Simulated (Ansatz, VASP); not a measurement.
## Two plane-wave programs on Al

INCAR

```
SYSTEM = Al
  PREC = Accurate
  ENCUT = 600
  EDIFF = 1E-6
  ISMEAR = 0
  SIGMA = 0.1
  LREAL = .FALSE.
  LASPH = .TRUE.
  NELM = 60
  ALGO = Normal
  ISIF = 3
  LWAVE = .FALSE.
  LCHARG = .FALSE.
  GGA = PE
  IBRION = 2
  NSW = 100
  EDIFFG = -0.005
```

The input KPOINTS:

```
Automatic mesh
0
G
  18 18 18
  0 0 0
```

The input POSCAR:

```
Al
1.0
   -1.5912186900      1.5912186900      1.5912186900
    1.5912186900     -1.5912186900      1.5912186900
    1.5912186900      1.5912186900     -1.5912186900
Al
1
Direct
    0.0000000000      0.0000000000      0.0000000000
```

Input for Ansatz:

```yaml
crystal:
  lattice:
    - [-1.59121869, 1.59121869, 1.59121869]
    - [1.59121869, -1.59121869, 1.59121869]
    - [1.59121869, 1.59121869, -1.59121869]
  atoms:
    - { symbol: Al, position: [0.0, 0.0, 0.0] }
basis:
  ecutwfc: 420
kpoints:
  mp_grid: { grid: [18, 18, 18] }
hamiltonian:
  xc: pbe
scf:
  occupations: { method: gaussian, width: 0.1 }
output:
  forces: true
  stress: true
  eigenvalues: true
  write_density: true
  write_potential: true
  elf: true
  volumetric_format: npy
relax:
  adjacent_minimum: "off"
  f_tol: 0.005
  max_steps: 80
  cell: { stress_tol: 0.05 }
```

This isn't the form of Al at room conditions, which is fcc.

Alike in both runs: task relaxation of cell and atoms; functional PBE; k mesh 18 × 18 × 18; occupations gaussian, width 0.1 eV; no spin polarisation.

|  | VASP | Ansatz |
| --- | --- | --- |
| version | VASP 6.6.1 | Ansatz 0.2.0 |
| potentials or method | VASP PAW PBE potentials, release 64 (Al) | scalar-relativistic, plane waves, PAW |
| plane-wave cutoff (eV) | 600 | 420 |
| valence electrons in the cell | 3 | 3 |

|  | VASP | Ansatz | Ansatz less VASP |
| --- | --- | --- | --- |
| gap on the k mesh at the Fermi level, each at its own relaxed structure (eV) | none | none | - |
| relaxed volume (Å³/atom) | 16.93 | 16.93 | -0.005 |
| relaxed cell length with the largest relative difference (Å) | 2.802 | 2.802 | -0.0003 |
| energy change over the relaxation (meV/atom) | -9 | -9 | -0.1 |

A gap of «none» marks a metal or a gap that the smearing closes.
